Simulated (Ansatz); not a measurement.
Runs of Ansatz 0.2.0 on Ir. The structure is hexagonal, space group P6_3/mmc (No. 194). The conventional cell has a = 2.751 Å, b = 2.751 Å, c = 4.462 Å, α = 90.00°, β = 90.00°, γ = 120.00°. Around Ir (site symmetry -6m2) lie 12 Ir at 2.74 to 2.75 Å. This isn't the form of Ir at room conditions, which is fcc.

| task | level | spin | cell | k mesh | points for each segment of the path | gap on the mesh (eV) | pressure (GPa) | relaxed volume (Å³/atom) |
| --- | --- | --- | --- | --- | --- | --- | --- | --- |
| band structure | RPBE | off | as given | 11 × 11 × 6 | 14 | none | (b) | - |
| relaxation of cell and atoms | BLYP+D4 | off | relaxed | 11 × 11 × 6 | - | none | 0.0 | 14.48 |
| relaxation of cell and atoms | RPBE | off | relaxed | 11 × 11 × 6 | - | none | 0.0 | 14.75 |
| band structure | PBEsol | SOC, no magnetisation | as given | 8 × 8 × 5 | 14 | none | -11.0 | - |
| phonons | LDA | off | as given | 8 × 8 × 5 | - | none | - | - |
| band structure | revPBE | off | as given | 11 × 11 × 6 | 14 | none | (a) | - |

Alike in all rows: potentials or basis Ansatz PAW; cutoff (eV) 420; smearing fermi-dirac 0.05 eV.

**Question.** Fill in the values left out.

**Answer.** (a) 1.6; (b) 2.8.

Caveats: the PAW data sets come from PBE, with cores solved anew for the run's functional, which leaves a small shift of forces and pressure; spin-orbit coupling is left out, which moves the levels of the heavy elements (some runs); the plane-wave basis is chosen anew once the cell has moved, so the energies of steps on either side of that aren't comparable (some runs); pairwise dispersion overbinds metals, which lowers pressure and volume (some runs).

A k mesh can miss the band edges, and rows without SOC leave out spin-orbit coupling on Ir.

A gap of «none» marks a metal or a gap under the smearing width.

Runs at the PBE level aren't shown here.
